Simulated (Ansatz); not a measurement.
## Sb: density of states with PBE

Crystal: Sb.

```
Sb
1.0
     3.35453    0.00000    0.00000
    -1.67727    2.90511    0.00000
     0.00000    0.00000    5.47016
Sb
2
Direct
  0.66667 0.33333 0.75000
  0.33333 0.66667 0.25000
```

This isn't the form of Sb at room conditions, which is rhombohedral.

* Program: Ansatz 0.2.0
* Task: density of states
* Functional: PBE
* Potentials or basis: all-electron PAW datasets made for the crystal
* Cutoff: 160 eV (chosen from the basis error)
* k mesh: 9 × 9 × 5
* Occupations: fermi-dirac, width 0.05 eV
* Spin: no spin polarisation

The pressure is 1.5 GPa and the band gap on the k mesh is none (metal or under the smearing width).

Stress tensor (GPa, compression positive):
```
1.58 0.00 0.00
0.00 1.58 0.00
0.00 0.00 1.30
```

Levels at points of the mesh, in eV from the Fermi level:
| k point | band 2 | band 3 | band 4 | band 5 | band 6 | band 7 | band 8 | band 9 |
| --- | --- | --- | --- | --- | --- | --- | --- | --- |
| (0.00, 0.00, 0.00) | -9.07 | -5.79 | 3.70 | 3.70 | 5.35 | 5.35 | 5.59 | 7.96 |

States per cell in windows of 1 eV (zero at the Fermi level; states under -8 eV left out):
```tsv
from (eV)	total
-8.0	0.74
-7.0	0.00
-6.0	0.12
-5.0	1.17
-4.0	1.10
-3.0	1.15
-2.0	1.07
-1.0	1.21
0.0	1.42
1.0	1.54
2.0	1.60
3.0	1.09
4.0	0.53
5.0	0.55
6.0	0.84
7.0	0.59
```

Wall time 3.6 s on 1 thread of Arm Neoverse V2, with other jobs on the host, peak memory 0.36 GiB.

Caveat: the program warned that the printed levels may be off, so bands, gaps and densities of states are rough; the density of states is complete only up to the lowest level of the last band computed. The run has no spin-orbit coupling, so splittings on Sb are missing.
